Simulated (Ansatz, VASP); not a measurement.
Ge: VASP beside Ansatz

INCAR

```
SYSTEM = Ge
  PREC = Accurate
  ENCUT = 520
  EDIFF = 1E-6
  ISMEAR = -1
  SIGMA = 0.05
  LREAL = .False.
  LASPH = .True.
  NELM = 100
  ALGO = Normal
  ISIF = 2
  LWAVE = .False.
  LCHARG = .False.
  NBANDS = 21
```

The input KPOINTS:

```
regular mesh
0
Gamma
  5 5 5
  0 0 0
```

The input POSCAR:

```
Ge
1.0
    0.0000000000      2.8289100000      2.8289100000
    2.8289100000      0.0000000000      2.8289100000
    2.8289100000      2.8289100000      0.0000000000
Ge
2
Direct
    0.7500000000      0.7500000000      0.7500000000
    0.5000000000      0.5000000000      0.5000000000
```

File input.yaml:

```yaml
crystal:
  lattice:
    - [0.0, 2.82891, 2.82891]
    - [2.82891, 0.0, 2.82891]
    - [2.82891, 2.82891, 0.0]
  atoms:
    - { symbol: Ge, position: [0.75, 0.75, 0.75] }
    - { symbol: Ge, position: [0.5, 0.5, 0.5] }
hamiltonian:
  xc: lda
  pseudopotentials: { kind: paw }
kpoints:
  mp_grid: { grid: [5, 5, 5] }
  band_path:
    path:
      - [[0.0, 0.0, 0.0], [0.5, 0.0, 0.5], [0.5, 0.25, 0.75], [0.375, 0.375, 0.75], [0.0, 0.0, 0.0], [0.5, 0.5, 0.5], [0.625, 0.25, 0.625], [0.5, 0.25, 0.75], [0.5, 0.5, 0.5], [0.375, 0.375, 0.75]]
      - [[0.625, 0.25, 0.625], [0.5, 0.0, 0.5]]
    npoints: 14
scf:
  occupations: { method: fermi_dirac, width: 0.05 }
  n_extra_bands: 6
output:
  forces: true
  stress: true
  eigenvalues: true
  fatbands: true
  write_density: true
  write_potential: true
  elf: true
  volumetric_format: npy
```

Alike in both runs: functional LDA; k mesh 5 × 5 × 5; occupations fermi-dirac, width 0.05 eV; no spin polarisation.

|  | VASP | Ansatz |
| --- | --- | --- |
| version | VASP 6.6.1 | Ansatz 0.2.0 |
| potentials or method | VASP PAW LDA potentials, release 64 (Ge_d) | Ansatz PAW |
| plane-wave cutoff (eV) | 520 | 420 |
| valence electrons in the cell | 28 | 28 |
| task | single point | band structure |

Ansatz gave:

```
gap on the k mesh at the Fermi level (eV) : none
pressure (GPa)                            : -0.9
```

**Question.** Which values does VASP return?

**Answer.** gap on the k mesh at the Fermi level (eV): none; pressure (GPa): -0.8.

A gap of «none» marks a metal or a gap that the smearing closes.

Caveats: the k mesh is coarse (spacing up to 0.38 Å⁻¹), so the values aren't converged; this crystal is a semiconductor, whose small gap the functional closes, so the metal is an error of the method (VASP); the PAW data sets come from PBE, with cores solved anew for the run's functional, which leaves a small shift of forces and pressure (Ansatz).
